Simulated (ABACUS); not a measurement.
# Fe (Im-3m) in ABACUS: a series of runs, part 2 of 2

ABACUS 3.10.1. The steps go on from the part before.

**3. Single point, PBE, collinear spin, ferromagnetic start**

INPUT

```
INPUT_PARAMETERS
suffix              Fe
calculation         scf
basis_type          lcao
pseudo_dir          ./
orbital_dir         ./
symmetry            1
dft_functional      pbe
ecutwfc             100
pseudo_rcut         10
nspin               2
nbands              20
ks_solver           genelpa
smearing_method     fd
smearing_sigma      0.00367493
scf_thr             1e-07
scf_nmax            100
mixing_type         broyden
mixing_beta         0.4
cal_force           1
cal_stress          1
out_mul             1
out_chg             1
out_pot             2
out_elf             1
```

STRU

```
ATOMIC_SPECIES
Fe 55.8450 26_Fe_16_2.0_2.5_pbe_n_v1.0.upf

NUMERICAL_ORBITAL
Fe_confined-atom_7au_4s3p3d1f.orb

LATTICE_CONSTANT
1.8897261246

LATTICE_VECTORS
-1.4430000000 1.4430000000 1.4430000000
1.4430000000 -1.4430000000 1.4430000000
1.4430000000 1.4430000000 -1.4430000000

ATOMIC_POSITIONS
Direct

Fe
0.0
1
0.0000000000 0.0000000000 0.0000000000 1 1 1 mag 3
```

KPT

```
K_POINTS
0
Gamma
12 12 12 0 0 0
```

Potentials or basis: SPMS ONCV 1.0 PBE, TZDP LCAO (the cutoffs set its grid).

Started as:

```console
OMP_NUM_THREADS=1 mpirun -np 4 abacus > log
```

running log:

```text
ABACUS v3.10.1

               Atomic-orbital Based Ab-initio Computation at UStc

 ------------------------------------------------------------------------------------

 READING GENERAL INFORMATION
                           global_out_dir = OUT.Fe/
                           global_in_card = INPUT
                               pseudo_dir = ./
                              orbital_dir = ./
                                    DSIZE = 4
                                    GSIZE = 1

 READING UNITCELL INFORMATION
                                    ntype = 1
                  lattice constant (Bohr) = 1.88973
              lattice constant (Angstrom) = 1

 READING ATOM TYPE 1
                               atom label = Fe
                      L=0, number of zeta = 4
                      L=1, number of zeta = 3
                      L=2, number of zeta = 3
                      L=3, number of zeta = 1
             number of atom for this type = 1
               magnetization of element 1 = 3

                        TOTAL ATOM NUMBER = 1
DIRECT COORDINATES
    atom                   x                   y                   z     mag                  vx                  vy                  vz
taud_Fe1            0.0000000000        0.0000000000        0.0000000000  3.0000        0.0000000000        0.0000000000        0.0000000000

[... 438 lines left out ...]
 E_descf        0.0000000000         0.0000000000
 E_exx          0.0000000000         0.0000000000
 E_Fermi        1.3746692757         18.7033350152
----------------------------------------------------------

 charge density convergence is achieved
 final etot is -3186.818512 eV
 EFERMI = 18.703335015 eV
The vacuum level is 18.052615146 eV

 STATE ENERGY(eV) AND OCCUPATIONS    NSPIN == 2
SPIN UP :
 1/72 kpoint (Cartesian) = 0.0000 0.0000 0.0000 (353 pws)
       1       -68.8680    0.000578704
       2       -35.0395    0.000578704
       3       -35.0395    0.000578704
       4       -35.0395    0.000578704
       5        10.5947    0.000578704
       6        16.4192    0.000578704
[... 122 lines left out ...]
      19        64.6332        0.00000
      20        68.2150        0.00000

[... levels at 138 further k points ...]

-------------------------------------------------
 Total Magnetism (uB)
-------------------------------------------------
                        Fe1         2.3681084346
-------------------------------------------------

 correction force for each atom along direction 1 is -1.22268e-14
 correction force for each atom along direction 2 is -1.06814e-14
 correction force for each atom along direction 3 is 5.73523e-15
------------------------------------------------------------------------------------------
 TOTAL-FORCE (eV/Angstrom)
------------------------------------------------------------------------------------------
                       Fe1         0.0000000000         0.0000000000         0.0000000000
------------------------------------------------------------------------------------------

----------------------------------------------------------------
 TOTAL-STRESS (KBAR)
----------------------------------------------------------------
       -55.9621772976        -0.0000000000         0.0000000000
         0.0000000000       -55.9621772976         0.0000000000
         0.0000000000         0.0000000000       -55.9621772976
----------------------------------------------------------------
 TOTAL-PRESSURE: -55.962177 KBAR

 --------------------------------------------
 !FINAL_ETOT_IS -3186.8185120394073238 eV
 --------------------------------------------
```

stdout:

```text
ABACUS v3.10.1

               Atomic-orbital Based Ab-initio Computation at UStc

%%%%%%%%%%%%%%%%%%%%%%%%%%%%%%%%%%%%%%%%%%%%%%%%%%%%%%%%%%%%%%%%%%%%%%%%%%%%%%%%%%%%%%%%%%%%%%%%%%%%%%%%%
 Warning: the number of valence electrons in pseudopotential > 8 for Fe: [Ar] 3d6 4s2
[... 39 lines left out ...]
 TOTAL-STRESS (KBAR)
----------------------------------------------------------------
       -55.9621772976        -0.0000000000         0.0000000000
         0.0000000000       -55.9621772976         0.0000000000
         0.0000000000         0.0000000000       -55.9621772976
----------------------------------------------------------------
 TOTAL-PRESSURE: -55.962177 KBAR
```

mulliken.txt:

```text
 0
CALCULATE THE MULLIkEN ANALYSIS FOR EACH ATOM
 Total charge of spin 1:	9.184
 Total charge of spin 2:	6.816
 Total charge:	16
Decomposed Mulliken populations
[... 47 lines left out ...]
f3yx^2-y^3                             0              0.0029              0.0030              0.0059             -0.0000
SUM OVER M                                            0.0244              0.0182              0.0426              0.0062
SUM OVER M+Zeta                                       0.0244              0.0182              0.0426              0.0062

SUM OVER M+Zeta+L                                     9.1841              6.8159             16.0000              2.3681

Total Charge on atom:                 Fe             16.0000
Total Magnetism on atom:              Fe              2.3681
```

Run time: 21 s. Hardware: 4 MPI ranks of Intel Xeon Platinum 8488C (Sapphire Rapids), shared host; peak memory 0.48 GiB.

Results:

```yaml
Free_energy: -3186.8185 eV
Pressure: -5.6 GPa
Band_gap_on_the_k_mesh: none (metal or under the smearing width)
Net_moment: 2.37 μB per cell
Absolute_moment: 2.50 μB per cell
Site_moments: Fe +2.37 μB
```

Levels at points of the mesh, in eV from the Fermi level:
Spin up:
```
           k point  band 6  band 7  band 8  band 9  band 10  band 11  band 12  band 13
(0.00, 0.00, 0.00)   -2.28   -2.28   -2.28   -1.12    -1.12    25.16    25.16    25.16
(0.50, 0.50, 0.00)   -3.28   -1.08   -0.95    0.21     0.62     6.90    17.96    19.35
(0.50, 0.50, 0.50)   -4.57   -0.04   -0.04   -0.04     9.56     9.56     9.56    15.29
```
Spin down:
| k point | band 3 | band 4 | band 5 | band 6 | band 7 | band 8 | band 9 | band 10 | band 11 | band 12 |
| --- | --- | --- | --- | --- | --- | --- | --- | --- | --- | --- |
| (0.00, 0.00, 0.00) | -51.23 | -51.23 | -8.00 | -0.03 | -0.03 | -0.03 | 1.87 | 1.87 | 25.16 | 25.16 |
| (0.50, 0.50, 0.00) | -51.36 | -51.23 | -3.23 | -1.24 | 0.61 | 1.74 | 2.11 | 2.78 | 8.36 | 18.05 |
| (0.50, 0.50, 0.50) | -51.50 | -51.50 | -2.54 | -2.54 | 2.50 | 2.50 | 2.50 | 9.80 | 9.80 | 9.80 |

Caveat: the atomic orbitals were generated for these runs and aren't a published set; the basis of atomic orbitals isn't converged, which shifts pressures, moduli and gaps.
